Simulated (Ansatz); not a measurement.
# CaO: excitons and shallow donors from band masses and screening

Level of theory: DFT PBE, scalar-relativistic, plane waves, PAW (Ansatz).

Settings: cutoff 420 eV, Γ-centred mesh 8×8×8 on the computed 2-atom cell, Gaussian smearing of 0.02 eV; no spin polarisation.

Relaxed cell: Fm-3m, a = 4.830 Å, b = 4.830 Å, c = 4.830 Å, α = 90.00°, β = 90.00°, γ = 90.00°, 2 atoms in the primitive cell.

The calculation gives a Kohn–Sham gap of 3.66 eV, an electron mass of 0.574 mₑ and a hole mass of 0.852 mₑ (harmonic means over x, y, z and over the bands degenerate at each edge), and ε∞ = 3.91 (independent particles, mean of the diagonal). The masses depend on direction at the band edges, which the isotropic model averages.

Estimate the binding energy and radius of a Wannier–Mott exciton and of a shallow donor, and say whether the hydrogenic model can hold.

The reduced mass is μ = mₙmₕ/(mₙ + mₕ) = 0.343 mₑ, with mₙ and mₕ the band masses. With E_b = 13.606 eV × μ/ε² and a = 0.529 Å × ε/μ (μ in mₑ) the exciton has E_b = 305 meV and a = 6.0 Å. For a donor μ is the electron mass: 510 meV and 3.6 Å. The radius isn't large against the shortest lattice vector (3.42 Å), so the continuum picture is doubtful and the numbers are only a scale. In a polar crystal the ions screen too, so a state bound more weakly than an optical phonon feels the larger static constant, which lowers the energy and widens the orbit. The other way, the small Kohn–Sham gap and the missing local fields make ε∞ too large and the masses tend to be too light, which underbinds. The edges lie at different points of the zone, so the exciton is indirect.